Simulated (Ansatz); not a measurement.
## C under changes of volume

One of the cells (9.369 Å³/atom); the others are scaled copies at fixed shape and fractional positions:

```
CELL_PARAMETERS angstrom
1.22805 -2.12706 0.00000
1.22805 2.12706 0.00000
0.00000 0.00000 7.17327
ATOMIC_POSITIONS crystal
C 0.91662 0.08338 0.75314
C 0.41662 0.58338 0.24686
C 0.08338 0.91662 0.24686
C 0.58338 0.41662 0.75314
```

This is a stacking variant of graphite.

- Program: Ansatz 0.2.0
- Functional: PBE
- Potentials or basis: Ansatz PAW
- Cutoff: 420 eV (not typed: the program's choice for these potentials)
- k mesh: 12 × 12 × 4
- Occupations: fermi-dirac, width 0.05 eV
- Spin: no spin polarisation

```csv
volume (Å³/atom),energy over the lowest point (meV/atom),pressure (GPa),largest force (eV/Å)
8.807,?,?,?
8.994,23.52,15.6,0.027
9.181,8.97,9.4,0.026
9.369,1.34,3.8,0.025
9.556,0.00,-1.4,0.024
9.744,4.42,-6.1,0.023
9.931,14.16,-10.4,0.022
```

Task: What does the run at 8.807 Å³/atom give?

Result: Energy over the lowest point 45.66 meV/atom; pressure 22.3 GPa; largest force 0.029 eV/Å.

Worked out: A Birch-Murnaghan fit of order 3 (a polynomial in V^(-2/3)) to the other rows has its minimum at 9.50 Å³/atom with B0 = V·E''(V) = 256 GPa and B' = 3.5 at fixed shape and positions, which overstates the stiffness. It gives 45.54 meV/atom at 8.807 Å³/atom, against the run's 45.66, and -dE/dV = 22.3 GPa, against 22.3.

Energies are extrapolated to zero smearing.

Caveats: this functional lacks dispersion, which binds the layers, so the pressure and a relaxed spacing across them are unreliable.
